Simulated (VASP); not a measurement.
# WS2 in VASP: notebook, part 2 of 2

VASP 6.6.1. Earlier steps stand in the parts before.

## Step 3: Single point, PBEsol+D3(BJ)

This run uses another cell than the first one, of 49.72 Å³/atom, 0.587 times its volume.

INCAR reads:

```
SYSTEM = WS2
PREC = Accurate
ENCUT = 520
EDIFF = 1E-6
ISMEAR = 0
SIGMA = 0.03
LREAL = .False.
LASPH = .True.
NELM = 100
ALGO = Normal
ISIF = 2
LWAVE = .False.
LCHARG = .False.
LDIPOL = .True.
IDIPOL = 3
DIPOL = 0.5 0.5 0.500
GGA = PS
IVDW = 12
NBANDS = 20
```

KPOINTS reads:

```
Automatic mesh
0
Gamma
  12 12 1
  0 0 0
```

POSCAR reads:

```
WS2
1.0
    3.1700000000      0.0000000000      0.0000000000
   -1.5850000000      2.7453005300      0.0000000000
    0.0000000000      0.0000000000     17.1400000000
S W
2 1
Direct
    0.6666670000      0.3333330000      0.4084014002
    0.6666670000      0.3333330000      0.5915985998
    0.3333330000      0.6666670000      0.5000000000
```

Potentials or basis: VASP PAW PBE potentials, release 64 (S, W_sv).

Started as:

```sh
$ cat potpaw_PBE.64/S/POTCAR potpaw_PBE.64/W_sv/POTCAR > POTCAR
$ mpirun -np 1 vasp_std > vasp.out
```

OUTCAR:

```text
SYSTEM = WS2
   PREC = Accurate
   ENCUT = 520
   EDIFF = 1E-6
   ISMEAR = 0
   LREAL = .False.
   LASPH = .True.
   NELM = 100
   ISIF = 2
   GGA = PS
   IVDW = 12
 IVDW          = 12

 ion  position               nearest neighbor table
   1  0.667  0.333  0.408-   3 2.41   3 2.41   3 2.41
   2  0.667  0.333  0.592-   3 2.41   3 2.41   3 2.41
   3  0.333  0.667  0.500-   1 2.41   2 2.41   1 2.41   2 2.41   1 2.41   2 2.41

  LATTYP: Found a hexagonal cell.
 ALAT       =     3.1700000000
 C/A-ratio  =     5.4069400631

  Lattice vectors:

 A1 = (   3.1700000000,   0.0000000000,   0.0000000000)
 A2 = (  -1.5850000000,   2.7453005300,   0.0000000000)
 A3 = (   0.0000000000,   0.0000000000,  17.1400000000)

Analysis of symmetry for initial positions (statically):
=====================================================================
 Subroutine PRICEL returns:
 Original cell was already a primitive cell.

 Routine SETGRP: Setting up the symmetry group for a
 hexagonal supercell.

 Subroutine GETGRP returns: Found 12 space group operations
 (whereof 12 operations were pure point group operations)
 out of a pool of 24 trial point group operations.

The static configuration has the point symmetry D_3h.

Analysis of symmetry for dynamics (positions and initial velocities):
=====================================================================
 Subroutine PRICEL returns:
 Original cell was already a primitive cell.

 Routine SETGRP: Setting up the symmetry group for a
 hexagonal supercell.

 Subroutine GETGRP returns: Found 12 space group operations
 (whereof 12 operations were pure point group operations)
 out of a pool of 24 trial point group operations.

The dynamic configuration has the point symmetry D_3h.

 Subroutine INISYM returns: Found 12 space group operations
 (whereof 12 operations are pure point group operations),
 and found     1 'primitive' translations

----------------------------------------------------------------------------------------

                                     Primitive cell

  volume of cell :     149.1626

  direct lattice vectors                    reciprocal lattice vectors
     3.170000000  0.000000000  0.000000000     0.315457413  0.182129422  0.000000000
    -1.585000000  2.745300530  0.000000000     0.000000000  0.364258845  0.000000000
     0.000000000  0.000000000 17.140000000     0.000000000  0.000000000  0.058343057

  length of vectors
     3.170000000  3.170000000 17.140000000     0.364258845  0.364258845  0.058343057

  position of ions in fractional coordinates (direct lattice)
     0.666667000  0.333333000  0.408401400
     0.666667000  0.333333000  0.591598600
     0.333333000  0.666667000  0.500000000

  ion indices of the primitive-cell ions
   primitive index   ion index
                 1           1
                 2           2
                 3           3

----------------------------------------------------------------------------------------

 KPOINTS: Automatic mesh

Automatic generation of k-mesh.
 Grid dimensions read from file:
 generate k-points for:   12   12    1

 Generating k-lattice:

  Cartesian coordinates                     Fractional coordinates (reciprocal lattice)
     0.026288118  0.015177452  0.000000000     0.083333333  0.000000000  0.000000000
     0.000000000  0.030354904  0.000000000     0.000000000  0.083333333  0.000000000
     0.000000000  0.000000000  0.058343057     0.000000000  0.000000000  1.000000000

  Length of vectors
     0.030354904  0.030354904  0.058343057

  Shift w.r.t. Gamma in fractional coordinates (k-lattice)
     0.000000000  0.000000000  0.000000000

 Subroutine IBZKPT returns following result:
 ===========================================

 Found     19 irreducible k-points:

 Following reciprocal coordinates:
            Coordinates               Weight
  0.000000  0.000000  0.000000      1.000000
  0.083333  0.000000  0.000000      6.000000
  0.166667  0.000000  0.000000      6.000000
  0.250000  0.000000  0.000000      6.000000
  0.333333 -0.000000  0.000000      6.000000
  0.416667  0.000000  0.000000      6.000000
[... 11 lines left out ...]
  0.333333  0.250000  0.000000     12.000000
  0.333333  0.333333  0.000000      2.000000
   k-points           NKPTS =     19   k-points in BZ     NKDIM =     19   number of bands    NBANDS=     20
   number of dos      NEDOS =    301   number of ions     NIONS =      3
   total plane-waves  NPLWV =  73728
   dimension x,y,z NGX =    24 NGY =   24 NGZ =  128
   dimension x,y,z NGXF=    48 NGYF=   48 NGZF=  256
   ions per type =               2   1
   NGX,Y,Z   is equivalent  to a cutoff of  12.59, 12.59, 12.42 a.u.
   NGXF,Y,Z  is equivalent  to a cutoff of  25.17, 25.17, 24.83 a.u.
 SYSTEM =  WS2
   PREC   = accura    normal or accurate (medium, high low for compatibility)
   ISTART =      0    job   : 0-new  1-cont  2-samecut
   ICHARG =      2    charge: 1-file 2-atom 10-const
   ISPIN  =      1    spin polarized calculation?
   LNONCOLLINEAR =      F non collinear calculations
   LSORBIT =      F    spin-orbit coupling
   LASPH  =      T    aspherical Exc in radial PAW
   ENCUT  =  520.0 eV  38.22 Ry    6.18 a.u.   5.89  5.89 31.87*2*pi/ulx,y,z
   NELM   =    100;   NELMIN=  2; NELMDL= -5     # of ELM steps
   EDIFF  = 0.1E-05   stopping-criterion for ELM
   LREAL  =      F    real-space projection
   EDIFFG = 0.1E-04   stopping-criterion for IOM
   NSW    =      0    number of steps for IOM
   IBRION =     -1    ionic relax: 0-MD 1-quasi-New 2-CG
   NFREE  =      0    steps in history (QN), initial steepest desc. (CG)
   ISIF   =      2    stress and relaxation
   ISYM   =      2    0-nonsym 1-usesym 2-fastsym
   POTIM  = 0.5000    time-step for ionic-motion
   TEBEG  =    0.0;   TEEND  =   0.0 temperature during run
   PSTRESS=    0.0 pullay stress
   NELECT =      26.0000    total number of electrons
   NUPDOWN=      -1.0000    fix difference up-down
   EMIN   =  10.00;   EMAX   =-10.00  energy-range for DOS
   EFERMI =   0.00;   METHOD = LEGACY
   ISMEAR =     0;   SIGMA  =   0.03  broadening in eV -4-tet -1-fermi 0-gaus
   EFERMI_NEDOS =   21; number of points for ismear=-14 and -15
   IALGO  =     38    algorithm
   IMIX   =      4    mixing-type and parameters
     AMIX     =   0.40;   BMIX     =  1.00
     AMIX_MAG =   1.60;   BMIX_MAG =  1.00
  volume/ion in A,a.u.               =      49.72       335.53
  Fermi-wavevector in a.u.,A,eV,Ry     =   0.914491  1.728137 11.378460  0.836293
  Thomas-Fermi vector in A             =   2.039124
   LORBIT       =      0    0 simple, 1 ext, 2 COOP (PROOUT), +10 PAW based schemes
   GGA     = PS    functional components
   LHFCALC =     F    Hartree Fock is set to
   AEXX    =    0.0000 exact exchange contribution
   IVDW    =    12    specifies the selected vdW correction
   LEPSILON=     F    determine dielectric tensor
   LRPA    =     F    only Hartree local field effects (RPA)
 non-spin polarized calculation
 Gauss-broadening in eV      SIGMA  =   0.03
  energy-cutoff  :      520.00
  volume of cell :      149.16
 maximum number of plane-waves:      4044
 NGX is ok and might be reduce to    24
   NGX = 11   NGY = 11   NGZ = 63

 number of electron      25.9999999 magnetization

 dipolmoment           0.000000      0.000000     -0.000000 electrons x Angstroem

 Free energy of the ion-electron system (eV)
  ---------------------------------------------------
  ext. energy  EPLUGINS =         0.00000000
  ---------------------------------------------------
  free energy    TOTEN  =       -25.24140124 eV

  energy without entropy =      -25.24140124  energy(sigma->0) =      -25.24140124

 E-fermi :  -1.1186     XC(G=0):  -4.5270

 val. band max:       -1.2701115215   @ k =   0.3333   0.3333   0.0000
 cond. band min:       0.5906433082   @ k =   0.3333   0.3333   0.0000
 fundamental gap:      1.8607548297
 Fermi energy:        -1.1186077691

 k-point     1 :       0.0000    0.0000    0.0000
  band No.  band energies     occupation
      1     -75.2219      2.00000
      2     -39.4753      2.00000
      3     -39.3061      2.00000
      4     -39.3061      2.00000
      5     -16.0468      2.00000
      6     -14.3919      2.00000
[... 426 lines left out ...]
     19       5.8464      0.00000
     20       8.0792      0.00000

------------------------ aborting loop because EDIFF is reached ----------------------------------------

 vacuum level on the upper side and lower side of the slab       (xc-potential included)        -0.136        -0.136

 Edisp (eV)   -0.73718

 E8    (eV) :    -0.4956

  FORCE on cell =-STRESS in cart. coord.  units (eV):
  Direction    XX          YY          ZZ          XY          YZ          ZX
  --------------------------------------------------------------------------------------
  -------------------------------------------------------------------------------------
  Total      -1.74170    -1.74170    -0.88301     0.00000     0.00000     0.00000
  in kB     -18.70786   -18.70786    -9.48449     0.00000     0.00000     0.00000
  external pressure =      -15.63 kB  Pullay stress =        0.00 kB

 VOLUME and BASIS-vectors are now :
 -----------------------------------------------------------------------------
  energy-cutoff  :      520.00
  volume of cell :      149.16
      direct lattice vectors                 reciprocal lattice vectors
     3.170000000  0.000000000  0.000000000     0.315457413  0.182129422  0.000000000
    -1.585000000  2.745300530  0.000000000     0.000000000  0.364258845  0.000000000
     0.000000000  0.000000000 17.140000000     0.000000000  0.000000000  0.058343057

 POSITION                                       TOTAL-FORCE (eV/Angst)
 -----------------------------------------------------------------------------------
      1.58500      0.91510      7.00000        -0.000000      0.000000      0.268177
      1.58500      0.91510     10.14000        -0.000000      0.000000     -0.268177
     -0.00000      1.83020      8.57000         0.000000     -0.000000      0.000000
 -----------------------------------------------------------------------------------
    total drift:                                0.000148     -0.000085      0.000000

  FREE ENERGIE OF THE ION-ELECTRON SYSTEM (eV)
  ---------------------------------------------------
  free  energy   TOTEN  =       -25.9785810428 eV

  energy  without entropy=      -25.9785810428  energy(sigma->0) =      -25.97858104

 vacuum level on the upper side and lower side of the slab         4.364         4.364
```

stdout:

```text
POSCAR found type information on POSCAR S W
 POSCAR found :  2 types and       3 ions
 scaLAPACK will be used
 -----------------------------------------------------------------------------
|                                                                             |
|                                                                             |
|     You enforced a specific xc type in the INCAR file but a different       |
|     I HOPE YOU KNOW WHAT YOU ARE DOING!                                     |
|                                                                             |
 -----------------------------------------------------------------------------

 LDA part: xc-table for (Slater+PW92), standard interpolation
 POSCAR, INCAR and KPOINTS ok, starting setup
 FFT: planning ... GRIDC
 FFT: planning ... GRID_SOFT
 FFT: planning ... GRID
 WAVECAR not read
 entering main loop
```

It took 58 s on 1 thread of Intel Xeon Platinum 8375C at 2.90GHz (Ice Lake), shared host; peak memory 0.27 GiB.

Results:

- Free energy: -25.9786 eV
- Largest force: 0.268 eV/Å
- Band gap on the k mesh: 1.86 eV, direct
- Dispersion energy per atom: -0.246 eV

Forces on the atoms (eV/Å):
```
S    0.000  0.000  0.268
S    0.000  0.000 -0.268
W    0.000  0.000  0.000
```

Caveat: the PAW data sets were made with another functional, which shifts forces and pressure a little; spin-orbit coupling is left out, which moves the levels of the heavy elements.
